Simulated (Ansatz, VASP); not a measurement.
## Al2Au: VASP beside Ansatz

```
Au Al
1.0
     0.00000    3.01987    3.01987
     3.01987    0.00000    3.01987
     3.01987    3.01987    0.00000
Au Al
1 2
Direct
  0.00000 0.00000 0.00000
  0.75000 0.75000 0.75000
  0.25000 0.25000 0.25000
```

Change from the starting cell: volume scaled by 1.02.

Alike in both runs: task single point; functional LDA; k mesh 8 × 8 × 8; occupations fermi-dirac, width 0.05 eV; no spin polarisation.

```csv
,VASP,Ansatz
version,VASP 6.6.1,Ansatz 0.2.0
potentials or method,"VASP PAW LDA potentials, release 64 (Au, Al), cutoff 520 eV","all-electron LAPW, scalar-relativistic"
```

VASP gave:

| Quantity | Value |
| --- | --- |
| gap on the k mesh at the Fermi level (eV) | none |
| pressure (GPa) | -4.5 |

Q: Which values does Ansatz return?

A: gap on the k mesh at the Fermi level (eV): none; pressure (GPa): -4.6.

A gap of «none» marks a metal or a gap that the smearing closes. Ansatz ran all-electron here, so the differences hold the error of VASP's frozen core and of both bases.

The runs have no spin-orbit coupling, so splittings on Au are missing.
